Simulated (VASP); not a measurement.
# I (Im-3m) in VASP: further runs, part 2 of 2

VASP 6.6.1. The steps go on from the part before.

## Step 6: Single point, PBE

Contents of INCAR:

```
SYSTEM = I
PREC = Accurate
ENCUT = 520
EDIFF = 1E-6
ISMEAR = 0
SIGMA = 0.05
LREAL = .FALSE.
LASPH = .TRUE.
NELM = 100
ALGO = Normal
ISIF = 2
LWAVE = .FALSE.
LCHARG = .FALSE.
GGA = PE
NBANDS = 10
ADDGRID = .FALSE.
```

Contents of KPOINTS:

```
Automatic mesh
0
G
  8 8 8
  0 0 0
```

Contents of POSCAR:

```
I
1.0
   -2.0893754423      2.0893754423      2.0893754423
    2.0893754423     -2.0893754423      2.0893754423
    2.0893754423      2.0893754423     -2.0893754423
I
1
Direct
    0.0000000000      0.0000000000      0.0000000000
```

Potentials or basis: VASP PAW PBE potentials, release 64 (I).

On the command line:

```bash
cat potpaw_PBE.64/I/POTCAR > POTCAR
mpirun -np 1 vasp_std > vasp.out
```

OUTCAR:

```text
SYSTEM = I
   PREC = Accurate
   ENCUT = 520
   EDIFF = 1E-6
   ISMEAR = 0
   LREAL = .FALSE.
   LASPH = .TRUE.
   NELM = 100
   ISIF = 2
   GGA = PE

 Found     29 irreducible k-points:

 Following reciprocal coordinates:
            Coordinates               Weight
  0.000000  0.000000  0.000000      1.000000
  0.125000  0.000000  0.000000     12.000000
  0.250000  0.000000  0.000000     12.000000
  0.375000  0.000000  0.000000     12.000000
  0.500000  0.000000  0.000000      6.000000
  0.125000  0.125000  0.000000     24.000000
   k-points           NKPTS =     29   k-points in BZ     NKDIM =     29   number of bands    NBANDS=     10
   number of dos      NEDOS =    301   number of ions     NIONS =      1
   total plane-waves  NPLWV =  21952
   dimension x,y,z NGX =    28 NGY =   28 NGZ =   28
   dimension x,y,z NGXF=    56 NGYF=   56 NGZF=   56
   ions per type =               1
   NGX,Y,Z   is equivalent  to a cutoff of  12.86, 12.86, 12.86 a.u.
   NGXF,Y,Z  is equivalent  to a cutoff of  25.73, 25.73, 25.73 a.u.
 SYSTEM =  I
   PREC   = accura    normal or accurate (medium, high low for compatibility)
   ISTART =      0    job   : 0-new  1-cont  2-samecut
   ICHARG =      2    charge: 1-file 2-atom 10-const
   ISPIN  =      1    spin polarized calculation?
   LNONCOLLINEAR =      F non collinear calculations
   LSORBIT =      F    spin-orbit coupling
   LASPH  =      T    aspherical Exc in radial PAW
   ENCUT  =  520.0 eV  38.22 Ry    6.18 a.u.   6.73  6.73  6.73*2*pi/ulx,y,z
   NELM   =    100;   NELMIN=  2; NELMDL= -5     # of ELM steps
   EDIFF  = 0.1E-05   stopping-criterion for ELM
   LREAL  =      F    real-space projection
   EDIFFG = 0.1E-04   stopping-criterion for IOM
   NSW    =      0    number of steps for IOM
   IBRION =     -1    ionic relax: 0-MD 1-quasi-New 2-CG
   NFREE  =      0    steps in history (QN), initial steepest desc. (CG)
   ISIF   =      2    stress and relaxation
   ISYM   =      2    0-nonsym 1-usesym 2-fastsym
   POTIM  = 0.5000    time-step for ionic-motion
   TEBEG  =    0.0;   TEEND  =   0.0 temperature during run
   PSTRESS=    0.0 pullay stress
   NELECT =       7.0000    total number of electrons
   NUPDOWN=      -1.0000    fix difference up-down
   EMIN   =  10.00;   EMAX   =-10.00  energy-range for DOS
   EFERMI =   0.00;   METHOD = LEGACY
   ISMEAR =     0;   SIGMA  =   0.05  broadening in eV -4-tet -1-fermi 0-gaus
   EFERMI_NEDOS =   21; number of points for ismear=-14 and -15
   IALGO  =     38    algorithm
   IMIX   =      4    mixing-type and parameters
     AMIX     =   0.40;   BMIX     =  1.00
     AMIX_MAG =   1.60;   BMIX_MAG =  1.00
  volume/ion in A,a.u.               =      36.48       246.21
  Fermi-wavevector in a.u.,A,eV,Ry     =   0.944215  1.784308 12.130172  0.891543
  Thomas-Fermi vector in A             =   2.071998
   LORBIT       =      0    0 simple, 1 ext, 2 COOP (PROOUT), +10 PAW based schemes
   GGA     = PE    functional components
   LHFCALC =     F    Hartree Fock is set to
   AEXX    =    0.0000 exact exchange contribution
   IVDW    =     0    specifies the selected vdW correction
   LEPSILON=     F    determine dielectric tensor
   LRPA    =     F    only Hartree local field effects (RPA)
 non-spin polarized calculation
 Gauss-broadening in eV      SIGMA  =   0.05
  energy-cutoff  :      520.00
  volume of cell :       36.48
 maximum number of plane-waves:       993
   NGX = 13   NGY = 13   NGZ = 13

 number of electron       7.0000000 magnetization

 Free energy of the ion-electron system (eV)
  ---------------------------------------------------
  ext. energy  EPLUGINS =         0.00000000
  ---------------------------------------------------
  free energy    TOTEN  =        -1.04187079 eV

  energy without entropy =       -1.03878484  energy(sigma->0) =       -1.04032782

 E-fermi :   4.0638     XC(G=0):  -8.9197

 val. band max:        4.0330258420   @ k =   0.3750   0.2500  -0.0000
 cond. band min:       4.0739107766   @ k =  -0.2500   0.2500   0.1250
 fundamental gap:      0.0408849346
 Fermi energy:         4.0638495537

 k-point     1 :       0.0000    0.0000    0.0000
  band No.  band energies     occupation
      1      -9.1829      2.00000
      2       4.8905      0.00000
      3       4.8905      0.00000
      4       4.8905      0.00000
      5      10.9340      0.00000
      6      13.8674      0.00000
      7      13.8674      0.00000
      8      13.8674      0.00000
      9      16.1004      0.00000
     10      16.1004      0.00000
[... 53 lines left out ...]
 k-point     6 :       0.1250    0.1250    0.0000
  band No.  band energies     occupation
      1      -8.7252      2.00000
      2       2.5913      2.00000
      3       4.1562      0.00899
      4       4.5855      0.00000
      5      11.9332      0.00000
      6      12.5932      0.00000
      7      13.3549      0.00000
      8      14.8019      0.00000
      9      16.3226      0.00000
     10      16.6415      0.00000

 [... further k-points ...]

------------------------ aborting loop because EDIFF is reached ----------------------------------------

  FORCE on cell =-STRESS in cart. coord.  units (eV):
  Direction    XX          YY          ZZ          XY          YZ          ZX
  --------------------------------------------------------------------------------------
  -------------------------------------------------------------------------------------
  Total       -0.0478597     -0.0478597     -0.0478597      0.0000000      0.0000000      0.0000000
  in kB       -2.1016997     -2.1016997     -2.1016997      0.0000000      0.0000000      0.0000000
  external PRESSURE =      -2.1016997 kB  Pullay stress =       0.0000000 kB

 VOLUME and BASIS-vectors are now :
 -----------------------------------------------------------------------------
  energy-cutoff  :      520.00
  volume of cell :       36.48
      direct lattice vectors                 reciprocal lattice vectors
    -2.089375442  2.089375442  2.089375442     0.000000000  0.239305962  0.239305962
     2.089375442 -2.089375442  2.089375442     0.239305962  0.000000000  0.239305962
     2.089375442  2.089375442 -2.089375442     0.239305962  0.239305962  0.000000000

 POSITION                                       TOTAL-FORCE (eV/Angst)
 -----------------------------------------------------------------------------------
      0.00000      0.00000      0.00000         0.000000      0.000000      0.000000
 -----------------------------------------------------------------------------------
    total drift:                                0.000000      0.000000      0.000000

  FREE ENERGIE OF THE ION-ELECTRON SYSTEM (eV)
  ---------------------------------------------------
  free  energy   TOTEN  =        -1.0418707929 eV

  energy  without entropy=       -1.0387848415  energy(sigma->0) =       -1.04032782
```

stdout:

```text
POSCAR found type information on POSCAR I
 POSCAR found :  1 types and       1 ions
 scaLAPACK will be used
 LDA part: xc-table for (Slater+PW92), standard interpolation
 POSCAR, INCAR and KPOINTS ok, starting setup
 FFT: planning ... GRIDC
 FFT: planning ... GRID_SOFT
 FFT: planning ... GRID
 WAVECAR not read
 entering main loop
```

It took 6 s on 1 thread of Intel Xeon Platinum 8488C (Sapphire Rapids), shared host; peak memory 0.15 GiB.

These settings aren't checked as converged: the numbers below hold their error.

Results:

| Property | Result |
| --- | --- |
| Free energy | -1.0419 eV |
| Pressure | -0.2 GPa |
| Band gap on the k mesh | none (metal or under the smearing width) |

Caveat: an odd number of electrons without spin polarisation forces a metal; a magnetic or distorted state may lie lower.

## Step 7: The reference run

An earlier run on the cell as given: functional PBE; potentials or basis VASP PAW PBE potentials, release 64 (I); cutoff 520 eV; k mesh 9 × 9 × 9; occupations fermi-dirac, width 0.05 eV; no spin polarisation.

* Pressure: -0.2 GPa
* Band gap on the k mesh: none (metal or under the smearing width)
